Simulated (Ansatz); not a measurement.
**In₂O₃: a film clamped to a substrate**

Theory: DFT r2SCAN, scalar-relativistic, plane waves, PAW (Ansatz 0.2.0). Cutoff 500 eV, Γ-centred 6×6×6 k-points, Gaussian smearing of 0.05 eV. No spin polarisation. Energies are free energies at this smearing, counted from the undisturbed cell; pressure is positive in compression.

The undisturbed cell (relaxed at this level; this form isn't the usual structure):

```xyz
10
Lattice="2.7539 1.5900 4.8534 -2.7539 1.5900 4.8534 0.0000 -3.1800 4.8534" Properties=species:S:1:pos:R:3 pbc="T T T"
In    0.0000    0.0000    5.1990
In    0.0000    0.0000    2.0811
In    0.0000    0.0000    9.3612
In    0.0000    0.0000   12.4792
O    -1.1204    1.5900    8.4935
O    -0.8167   -1.7653    8.4935
O     1.9372    0.1753    8.4935
O     1.1204   -1.5900    6.0668
O     0.8167    1.7653    6.0668
O    -1.9372   -0.1753    6.0668
```

The cell (10 atoms, V0 = 127.51 Å³) is strained by p along both x and y and by q along z, fractional coordinates fixed. τp = (1/V0) ∂E/∂p = (σxx + σyy)(1 + p)(1 + q) and τq = (1/V0) ∂E/∂q = σzz(1 + p)², with tension positive.

```csv
p,q,ΔE (meV/atom),τp (GPa),τq (GPa)
0.000,0.000,0.00,-0.01,-0.02
-0.025,0.000,24.52,-25.46,-6.21
0.025,0.000,21.39,20.81,4.94
0.000,-0.025,7.01,-5.90,-7.16
0.000,0.025,6.41,5.20,6.34
```

**Question.** Get the second derivatives of the energy density.

**Answer.** Central differences give A = ∂τp/∂p = 925 GPa (C11 + C22 + 2 C12), C = ∂τq/∂q = 270 GPa (C33) and the cross term B = ∂τq/∂p = 223 GPa (C13 + C23); ∂τp/∂q = 222 GPa must equal B, and any difference shows higher-order terms. The ions are clamped.

**Question.** A film of this crystal grows with z along the normal on a substrate that imposes p. How does its thickness respond, and what does the misfit cost?

**Answer.** Count p and q from the stress-free cell. A free surface needs τq = 0, so q = −(B/C) p = -0.83 p. The energy density left is (A − B²/C) p²/2 = M p², with the biaxial modulus M = 371 GPa; a misfit of 1 % costs 2.95 meV/atom, against 3.68 meV/atom if the thickness were held.

At p = 0.050 the energies along q are 68.9 (q = -0.050), 68.3 (q = -0.025), 80.2 (q = 0.000), 103.2 (q = 0.025), 135.9 (q = 0.050) meV/atom.

**Question.** Does the linear rule hold at this misfit?

**Answer.** A parabola through the lowest point and its neighbours has its minimum at q = -0.036, 67.0 meV/atom. With the stress left in the starting cell, τp0 and τq0, linear elasticity gives q = −(τq0 + Bp)/C = -0.041 and E = V0(τp0 p + τq0 q + Ap²/2 + Bpq + Cq²/2)/N = 73.7 meV/atom. The two agree within a tenth in energy.

Forces appear on the atoms along this scan, and letting them relax would lower the energy and soften the response.

Stretching the corundum-type film in its basal plane thins it along the trigonal axis, but the thinning only partly offsets the gain in area, so the volume grows. The coupling arises because the In–O bonds are inclined to both directions: in-plane tension lengthens them, and contraction along z recovers part of that length. This relief lowers the cost of a 1 % misfit from 3.68 to 2.95 meV/atom.

At p = 0.050 the scan gives less thinning and a lower energy than the linear rule. Both fit the usual anharmonicity of polar bonds, whose short-range repulsion weakens as they stretch, reducing the stiffness and the coupling between plane and normal. The small strains show the same asymmetry, with compression costing more than equal extension along either coordinate. An equally large compressive misfit would therefore probably cost more than the linear estimate.

That A far exceeds C doesn't by itself show a stiffer basal plane, since A describes two axes strained together and includes their coupling. The energies also don't establish whether a film would stay coherent or relieve its misfit through dislocations.
